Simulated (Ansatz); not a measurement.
# MoS2 (P-3m1) in Ansatz: convergence with wavefunction cutoff

Aim: find how far wavefunction cutoff must go before the results for MoS2 settle, at PBE+U. This setting moves, with any that are tied to it; all else stays.

Everything below comes from runs of Ansatz 0.2.0. Logs are shortened: lines on timing, memory, paths and dates and some standing lists are left out, and cuts for length are marked.

## 1. The crystal as given

It takes space group P-3m1 (No. 164, trigonal). Conventional cell: a = 3.227 Å, b = 3.227 Å, c = 6.312 Å, α = 90.00°, β = 90.00°, γ = 120.00°. Mo (site symmetry -3m) has 6 S at 2.42 Å as nearest neighbours. S (site symmetry 3m) has 3 Mo at 2.42 Å as nearest neighbours.

Measurements of this composition are mostly on another form, of space group No. 194.

## 2. With wavefunction cutoff 400 eV

Input file input.yaml:

```yaml
crystal:
  lattice:
    - [3.2274645616, 0.0, 0.0]
    - [-1.6137322808, 2.7950663001, 0.0]
    - [0.0, 0.0, 6.31247342]
  atoms:
    - { symbol: Mo, position: [0.0, 0.0, 0.5] }
    - { symbol: S, position: [0.6666666667, 0.3333333333, 0.74468068] }
    - { symbol: S, position: [0.3333333333, 0.6666666667, 0.25531932] }
hamiltonian:
  xc: pbe
  pseudopotentials: { kind: nc_fr, accuracy: standard }
  hubbard: { sites: [{ species: Mo, l: d, u_eff: 8.0 }] }
magnetization:
  noncollinear: true
  spin_orbit: true
kpoints:
  mp_grid: { grid: [8, 8, 4] }
scf:
  occupations: { method: methfessel_paxton, width: 0.05 }
output:
  forces: true
  stress: true
  eigenvalues: true
basis:
  ecutwfc: "400 eV"
```

Potentials or basis: PseudoDojo standard (PBE files).

Launch:

```console
> ansatz run input.yaml --threads 2 --pin off --max-ram 5632MiB --backend cpu --events-out ev --progress --plain --runs-dir out
```

What it wrote:

```text
Warning: basis.ecutwfc = 400 eV is below the records' recommended 1088.45545 eV, and the density's cutoff is lower with it unless basis.ecutrho_ratio is high enough to keep the records' density cutoff: compare with a run at a higher cutoff
Warning: RAYON_NUM_THREADS=2 ignored (pool sized by the plan → 2); use --threads N
Engine: ansatz 0.2.0, x86_64-unknown-linux-gnu
Pseudopotentials: kind: nc_fr
Pseudopotential: Mo, nc_fr, valence charge 14, recommended cutoff 1088.45545 eV (normal), Mo.nc_fr.azcp (PseudoDojo's, or run here from an input of PseudoDojo's; its table is named by hamiltonian.pseudopotentials.accuracy)
Pseudopotential: S, nc_fr, valence charge 6, recommended cutoff 707.496042 eV (normal), S.nc_fr.azcp (PseudoDojo's, or run here from an input of PseudoDojo's; its table is named by hamiltonian.pseudopotentials.accuracy)
Functional definition: PBE
  parameter kappa = 0.804
  parameter beta = 0.06672455060314922
  exchange = pbe_x(kappa = kappa, mu = beta*pi^2/3)
  correlation = pbe_c(beta = beta)
non-collinear run that drives no moment, with spin-orbit: no starting moment large enough to seed its density (crystal.atoms[].spin), no starting occupations that ask for one, no magnetisation constraint and no magnetic field, so the semilocal B_xc is pinned to zero
Crystal: 3 atoms, lattice volume = 56.945 Å³
Basis set: ecut = 400 eV, 1041 PW (Γ), exchange–correlation on 48×48×90 points (8 copies of the dense FFT grid, shifted against one another)
Bands: 34, of which v1, the nominal top of the filled ones, is band 26 counted from 1 (25 counted from 0)
Symmetry: 12 space group operations + 12 with time reversal
Magnetic group: BNS 164.86 (UNI 1316), of the structure as read, at distance tolerance 3.8e-5 Å
k-points: 35 of 256
Projection manifold: j_resolved (fully-relativistic pseudo-atomic orbitals)
Non-local potential: Mo, projectors of the file, l = 0: 2, l = 1: 4, l = 2: 4
Non-local potential: S, projectors of the file, l = 0: 2, l = 1: 4, l = 2: 4
Initial density: superposition of atomic densities (chi_scale 0.1, normalization cell, long waves kept (reshape's long-wave potential 0.08 eV rms))
Initial wavefunctions: pseudopotential atomic-orbital guess
Functional: x = pbe(κ = 0.804, μ = 0.2195149727645171), c = pbe(β = 0.06672455060314922)
SCF iter   1: F=—  HF=-2498.211312 eV  |F-HF|=—  |Δ(HF+E_count)|=         —  Δρ=8.73e-2  dr2=4.22e0  dr2_m=0.00e0 (ungated)  ethr=3.10e-3  |M|=0.00e0 ∫|m|=0.00e0 μB  |m|>n=0.0e0 m-floor=0.0e0 τ_xc=0.0e0  β_m=0.30  ⟨swp⟩=9.7  Hψ=7138  notcnv=0
preconditioner: auto → Kerker (q_TF=auto, 2.394 Å⁻¹)  [metal: Δε(μ)=0.008 eV  Ē_g=8.465 eV  σ=0.050 eV  W_gap=0.14  n_scr=10 (ndim 8)  ℏωp=20.9 eV  f_vac=0.007  D(μ)=3.46/eV (n_scr^D=36)]
spin=Noncollinear: Kerker preconditioning applied to the charge; magnetization (m_x, m_y, m_z) channels mix plain (no charge-response kernel on spin).
SCF iter   2: F=—  HF=-2497.517245 eV  |F-HF|=—  |Δ(HF+E_count)|=   6.94e-1  S|Δr|=    0.00e0  Δρ=5.15e-2  dr2=1.32e0  dr2_m=0.00e0 (ungated)  ethr=3.10e-3  |M|=0.00e0 ∫|m|=0.00e0 μB  |m|>n=0.0e0 m-floor=0.0e0 τ_xc=0.0e0  β_m=0.47  ⟨swp⟩=3.1  Hψ=2464  notcnv=0  defer=94
preconditioner: auto → none  [insulator: Δε(μ)=0.038 eV  Ē_g=8.131 eV  σ=0.050 eV  W_gap=0.52  n_scr=10 (ndim 8)  ℏωp=20.9 eV  f_vac=0.008  D(μ)=2.12/eV (n_scr^D=22)  ε∞_Penn≈7.6]
SCF iter   3: F=—  HF=-2497.398799 eV  |F-HF|=—  |Δ(HF+E_count)|=   1.18e-1  S|Δr|=    0.00e0  Δρ=2.68e-2  dr2=1.10e0  dr2_m=0.00e0 (ungated)  ethr=3.10e-3  |M|=0.00e0 ∫|m|=0.00e0 μB  |m|>n=0.0e0 m-floor=0.0e0 τ_xc=0.0e0  β_m=0.38  ⟨swp⟩=3.7  Hψ=2787  notcnv=0  defer=94
SCF iter   4: F=—  HF=-2497.284042 eV  |F-HF|=—  |Δ(HF+E_count)|=   1.15e-1  S|Δr|=    0.00e0  Δρ=1.19e-2  dr2=9.63e-2  dr2_m=0.00e0 (ungated)  ethr=3.10e-3  |M|=0.00e0 ∫|m|=0.00e0 μB  |m|>n=0.0e0 m-floor=0.0e0 τ_xc=0.0e0  β_m=0.66  ⟨swp⟩=2.6  Hψ=1841  notcnv=0  defer=104
[... 36 lines left out ...]
  site 0: m = (+0.0000, +0.0000, +0.0000) μB, |m| = 0.0000 μB  (R = 1.00 Å)
  site 1: m = (+0.0000, +0.0000, +0.0000) μB, |m| = 0.0000 μB  (R = 1.00 Å)
  site 2: m = (+0.0000, +0.0000, +0.0000) μB, |m| = 0.0000 μB  (R = 1.00 Å)
Free energy (F): -2497.648387 eV
Harris-Foulkes:  -2497.648386 eV  (|F-HF|=7.01e-8)
Internal energy: -2497.648001 eV  (E = F + TS)
E sigma→0 (E₀):  -2497.648290 eV
Entropy (-TS):   -0.000386 eV (-0.129 meV/atom)
Fermi energy:    9.825760 eV
--- Per-component energies (eV) ---
  E_band       = -176.979220
  E_kinetic    = 807.031688
  E_local      = -2412.637513  (includes V_loc(G=0)·N_el)
  E_nonlocal   = 323.361656
  E_hartree    = 782.447046
  E_xc         = -452.751433
  E_vxc        = -455.484731  (∫ρ·V_xc dr)
  E_hubbard    = 8.181958  (on-site DFT+U / exact-exchange correction)
  E_vhub       = -4.141469  (the Hubbard potential's part of the band-sum identity)
  E_ewald      = -1553.281402
  E_smearing   = -0.000386  (= −TS)
  E_closure    = 0.000000  (closes the sum)
  Σ components = -2497.648387   (vs F -2497.648387, Δ=0.00e0)
--- Hubbard shell moments (per corrected site; Tr N, ν in electrons; μ in μ_B) ---
  shell 0: Tr N=5.1264  μ_S=(-0.0000, +0.0000, -0.0000)  μ_L=(+0.0000, -0.0000, +0.0000)  μ=(-0.0000, -0.0000, -0.0000)  ν=0.4941 (axis n/a)
--- Forces (eV/Å), atoms counted from 1 ---
  atom   1  Mo     0.00000000     0.00000000     0.00000000
  atom   2  S      0.00000000     0.00000000     0.79428978
  atom   3  S     -0.00000000    -0.00000000    -0.79428978
  max |Σ_I F_I| component: 1.11e-16 eV/Å
--- Stress (GPa, compression-positive) ---
        8.595333      -0.000000       0.000000
        0.000000       8.595333      -0.000000
        0.000000      -0.000000       7.661305
  P = ⅓ Tr σ = 8.2840 GPa (82.840 kbar)
--- Band table (eV; the first three rows and the last of 35) ---
  k-point 0: bands = ["-50.5616", "-50.5616", "-27.2944", "-27.2944", "-24.7240", "-24.7240", "-24.6685", "-24.6685", "-4.5424", "-4.5424", "-3.1514", "-3.1514", "3.3971", "3.3971", "6.1267", "6.1267", "6.7229", "6.7229", "7.8180", "7.8180", "7.8334", "7.8334", "8.4100", "8.4100", "9.8594", "9.8594", "9.9485", "9.9485", "11.2270", "11.2270", "13.7012", "13.7012", "13.7715", "13.7715"]
  k-point 1: bands = ["-50.5337", "-50.5337", "-27.2924", "-27.2924", "-24.7210", "-24.7210", "-24.6652", "-24.6652", "-4.4586", "-4.4586", "-3.2864", "-3.2864", "3.6887", "3.6887", "6.1353", "6.1353", "6.7291", "6.7291", "7.2458", "7.2458", "7.8279", "7.8279", "8.4807", "8.4807", "9.8254", "9.8254", "9.9149", "9.9149", "11.4969", "11.4969", "13.7742", "13.7742", "13.8445", "13.8445"]
  k-point 2: bands = ["-50.4540", "-50.4540", "-27.2862", "-27.2862", "-24.7087", "-24.7087", "-24.6588", "-24.6588", "-4.3526", "-4.3526", "-3.4379", "-3.4379", "4.0597", "4.0597", "6.1426", "6.1426", "6.6799", "6.6799", "6.7571", "6.7571", "7.8494", "7.8494", "8.5088", "8.5088", "9.7922", "9.7922", "9.8820", "9.8820", "11.7263", "11.7263", "13.8686", "13.8686", "13.9354", "13.9354"]
  k-point 34: bands = ["-50.5469", "-50.5469", "-27.4002", "-27.4002", "-24.9194", "-24.9194", "-24.7369", "-24.7369", "-2.6131", "-2.6131", "-2.3563", "-2.3563", "3.7693", "3.7693", "4.3198", "4.3198", "5.6034", "5.6034", "6.2642", "6.2642", "6.4047", "6.4047", "7.0649", "7.0649", "9.2874", "9.2874", "9.8551", "9.8551", "12.8902", "12.8902", "13.6106", "13.6106", "14.7220", "14.7220"]
Occupation matrices written to <dir>
```

occupation_matrices:

```text
[... 33 lines left out ...]
      - [[-0.1447205786738779, 6.403895093162372e-19], [0.0, -0.005157220788771251], [-0.005157220788771252, -9.302323383011219e-19], [-1.485356976305141e-17, -2.0729957488912805e-18], [1.8778932515721679e-19, -1.1494005031557379e-18], [-1.7347234759475875e-18, 1.513435105812777e-17], [0.08471059283362306, -3.3989317568802145e-19], [-2.1684043449734063e-18, 0.06918078025276247], [8.67361737983993e-18, 0.116912982029514], [0.4885816805265749, 4.7691021414054634e-35]]
```

Run time: 40 s. Hardware: 2 threads of Intel Xeon at 2.50GHz (Skylake/Cascade Lake), shared host; peak memory 0.47 GiB.

Results:

```
Free energy            : -2497.6484 eV
Pressure               : 8.3 GPa
Largest force          : 0.794 eV/Å
Band gap on the k mesh : none (metal or under the smearing width)
```

## 3. With wavefunction cutoff 500 eV

Edit input.yaml of step 2 so:

```diff
@@ -25,2 +25,2 @@
 basis:
-  ecutwfc: "400 eV"
+  ecutwfc: "500 eV"
```

Potentials or basis: PseudoDojo standard (PBE files).

Launch:

```console
> ansatz run input.yaml --threads 2 --pin off --max-ram 5632MiB --backend cpu --events-out ev --progress --plain --runs-dir out
```

Run time: 54 s. Hardware: 2 threads of Intel Xeon at 2.50GHz (Skylake/Cascade Lake), shared host; peak memory 0.54 GiB.

Results:

| Property | Result |
| --- | --- |
| Free energy | -2501.6570 eV |
| Pressure | 1.9 GPa |
| Largest force | 0.288 eV/Å |
| Band gap on the k mesh | none (metal or under the smearing width) |

## 4. With wavefunction cutoff 600 eV

Edit input.yaml of step 3 so:

```diff
@@ -25,2 +25,2 @@
 basis:
-  ecutwfc: "500 eV"
+  ecutwfc: "600 eV"
```

Launch:

```console
> ansatz run input.yaml --threads 2 --pin off --max-ram 5632MiB --backend cpu --events-out ev --progress --plain --runs-dir out
```

It took 51 s on 2 threads of Intel Xeon at 2.50GHz (Skylake/Cascade Lake), shared host; peak memory 0.63 GiB.

What came out:

```
Free energy            : -2504.0228 eV
Pressure               : 7.8 GPa
Largest force          : 0.751 eV/Å
Band gap on the k mesh : none (metal or under the smearing width)
```

## 5. With wavefunction cutoff 700 eV

Edit input.yaml of step 4 so:

```diff
@@ -25,2 +25,2 @@
 basis:
-  ecutwfc: "600 eV"
+  ecutwfc: "700 eV"
```

Launch:

```console
> ansatz run input.yaml --threads 2 --pin off --max-ram 5632MiB --backend cpu --events-out ev --progress --plain --runs-dir out
```

Run time: 59 s. Hardware: 2 threads of Intel Xeon at 2.50GHz (Skylake/Cascade Lake), shared host; peak memory 0.72 GiB.

What came out:

```
Free energy            : -2504.8266 eV
Pressure               : 7.8 GPa
Largest force          : 0.744 eV/Å
Band gap on the k mesh : none (metal or under the smearing width)
```

## 6. With wavefunction cutoff 850 eV

Edit input.yaml of step 5 so:

```diff
@@ -25,2 +25,2 @@
 basis:
-  ecutwfc: "700 eV"
+  ecutwfc: "850 eV"
```

Potentials or basis: PseudoDojo standard (PBE files).

Launch:

```console
> ansatz run input.yaml --threads 2 --pin off --max-ram 5632MiB --backend cpu --events-out ev --progress --plain --runs-dir out
```

Wall time 79 s (2 threads of Intel Xeon at 2.50GHz (Skylake/Cascade Lake), shared host); peak memory 0.86 GiB.

Results (log left out):

| Item | Value |
| --- | --- |
| Free energy | -2505.1600 eV |
| Pressure | 7.8 GPa |
| Largest force | 0.739 eV/Å |
| Band gap on the k mesh | none (metal or under the smearing width) |

## 7. With wavefunction cutoff 1000 eV

Edit input.yaml of step 6 so:

```diff
@@ -25,2 +25,2 @@
 basis:
-  ecutwfc: "850 eV"
+  ecutwfc: "1000 eV"
```

Launch:

```console
> ansatz run input.yaml --threads 2 --pin off --max-ram 5632MiB --backend cpu --events-out ev --progress --plain --runs-dir out
```

It took 1.8 min on 2 threads of Intel Xeon at 2.50GHz (Skylake/Cascade Lake), shared host; peak memory 1 GiB.

Results (log left out):

| Item | Value |
| --- | --- |
| Free energy | -2505.2033 eV |
| Pressure | 7.8 GPa |
| Largest force | 0.737 eV/Å |
| Band gap on the k mesh | none (metal or under the smearing width) |

## 8. With wavefunction cutoff 1200 eV

Edit input.yaml of step 7 so:

```diff
@@ -25,2 +25,2 @@
 basis:
-  ecutwfc: "1000 eV"
+  ecutwfc: "1200 eV"
```

Launch:

```console
> ansatz run input.yaml --threads 2 --pin off --max-ram 5632MiB --backend cpu --events-out ev --progress --plain --runs-dir out
```

It took 2.2 min on 2 threads of Intel Xeon at 2.50GHz (Skylake/Cascade Lake), shared host; peak memory 1.2 GiB.

Results (log left out):

```yaml
Free_energy: -2505.2058 eV
Pressure: 7.8 GPa
Largest_force: 0.737 eV/Å
Band_gap_on_the_k_mesh: none (metal or under the smearing width)
```

## 9. With wavefunction cutoff 1400 eV

Edit input.yaml of step 8 so:

```diff
@@ -25,2 +25,2 @@
 basis:
-  ecutwfc: "1200 eV"
+  ecutwfc: "1400 eV"
```

Potentials or basis: PseudoDojo standard (PBE files).

Launch:

```console
> ansatz run input.yaml --threads 2 --pin off --max-ram 5632MiB --backend cpu --events-out ev --progress --plain --runs-dir out
```

Run time: 3 min. Hardware: 2 threads of Intel Xeon at 2.50GHz (Skylake/Cascade Lake), shared host; peak memory 1.5 GiB.

It converged, with:

```yaml
Free_energy: -2505.2063 eV
Pressure: 7.8 GPa
Largest_force: 0.737 eV/Å
Band_gap_on_the_k_mesh: none (metal or under the smearing width)
```

## 10. With wavefunction cutoff 1700 eV

Edit input.yaml of step 9 so:

```diff
@@ -25,2 +25,2 @@
 basis:
-  ecutwfc: "1400 eV"
+  ecutwfc: "1700 eV"
```

Launch:

```console
> ansatz run input.yaml --threads 2 --pin off --max-ram 5632MiB --backend cpu --events-out ev --progress --plain --runs-dir out
```

Wall time 4.7 min (2 threads of Intel Xeon at 2.50GHz (Skylake/Cascade Lake), shared host); peak memory 1.9 GiB.

Results (log left out):

| Quantity | Value |
| --- | --- |
| Free energy | -2504.8447 eV |
| Pressure | 1.8 GPa |
| Largest force | 0.242 eV/Å |
| Band gap on the k mesh | none (metal or under the smearing width) |

## 11. Result

| wavefunction cutoff | energy less the tightest run, at zero smearing (meV/atom) | pressure (GPa) | largest force (eV/Å) | SCF cycles | CPU time (s) | peak memory (GiB) |
| --- | --- | --- | --- | --- | --- | --- |
| 400 eV | 2398.81 | 8.28 | 0.794 | 35 | 76 | 0.47 |
| 500 eV | 1062.57 | 1.88 | 0.288 | 40 | 100 | 0.54 |
| 600 eV | 273.99 | 7.84 | 0.751 | 28 | 100 | 0.63 |
| 700 eV | 6.06 | 7.84 | 0.744 | 25 | 120 | 0.72 |
| 850 eV | -105.08 | 7.81 | 0.739 | 26 | 160 | 0.86 |
| 1000 eV | -119.51 | 7.81 | 0.737 | 29 | 210 | 1 |
| 1200 eV | -120.34 | 7.81 | 0.737 | 26 | 250 | 1.2 |
| 1400 eV | -120.51 | 7.81 | 0.737 | 31 | 350 | 1.5 |
| 1700 eV | 0.00 | 1.77 | 0.242 | 35 | 560 | 1.9 |

Not settled before the last step: the energy (to 1 meV/atom), the pressure (to 0.1 GPa), the largest force (to 0.005 eV/Å). The tightest run that finished is the yardstick and may itself not be fully converged.

Caveats: this functional lacks dispersion, which binds the layers, so the pressure and a relaxed spacing across them are unreliable; U without spin polarisation on a metal has little footing.
